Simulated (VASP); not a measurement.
Here is a VASP 6.6.1 calculation.

The input run.py:

```python
from ase import Atoms
from ase.calculators.vasp import Vasp
from ase.dft.bandgap import bandgap

atoms = Atoms(
    ['Co', 'O'],
    cell=[[0.0, 2.1315, 2.1315], [2.1315, 0.0, 2.1315], [2.1315, 2.1315, 0.0]],
    scaled_positions=[[0.003727, -0.010331, 0.00079], [0.483366, 0.540295, 0.497095]],
    pbc=True,
)
atoms.set_initial_magnetic_moments([2.0, 0.0])
calc = Vasp(
    directory='calc',
    xc='optb86b-vdw',
    pp='PBE',
    setups='recommended',
    prec='Accurate',
    encut=520,
    ediff=1e-07,
    ismear=0,
    sigma=0.1,
    lreal=False,
    lasph=True,
    nelm=120,
    algo='Normal',
    isif=2,
    lwave=False,
    lcharg=True,
    ispin=2,
    lorbit=11,
    lmaxmix=4,
    ldautype=2,
    ldauprint=1,
    lelf=True,
    lvhar=True,
    ldau_luj={'Co': {'L': 2, 'U': 4.5, 'J': 0}},
    kpts=[11, 11, 11],
    gamma=True,
)
atoms.calc = calc

print('energy (eV):', atoms.get_potential_energy())
print('free energy (eV):', atoms.get_potential_energy(force_consistent=True))
print('forces (eV/A):')
print(atoms.get_forces())
print('stress (eV/A^3, Voigt):', atoms.get_stress())
print('Fermi level (eV):', calc.get_fermi_level())
print('moment (muB):', atoms.get_magnetic_moment())
print('site moments (muB):', atoms.get_magnetic_moments())
gap, top, bottom = bandgap(calc)
print('band gap (eV):', gap, 'from (spin, k, band)', top, 'to', bottom)
```

Potentials or basis: VASP PAW PBE potentials, release 64 (Co, O).

The run is started by

```bash
$ python run.py
```

Task: Predict the pressure.

Result: 0.9 GPa.

Task: What does it give for the band gap on the k mesh?

Result: 1.83 eV, indirect (least direct gap 2.64 eV).

Stress tensor (GPa, compression positive):
```
 2.46  0.93 -1.02
 0.93 -0.18  0.81
-1.02  0.81  0.39
```

Caveat: the PAW data sets were made with another functional, which shifts forces and pressure a little; an odd mesh through Γ misses points on the zone boundary, where band edges often lie; a cell with one magnetic atom can't hold antiferromagnetic order, which such compounds often take.
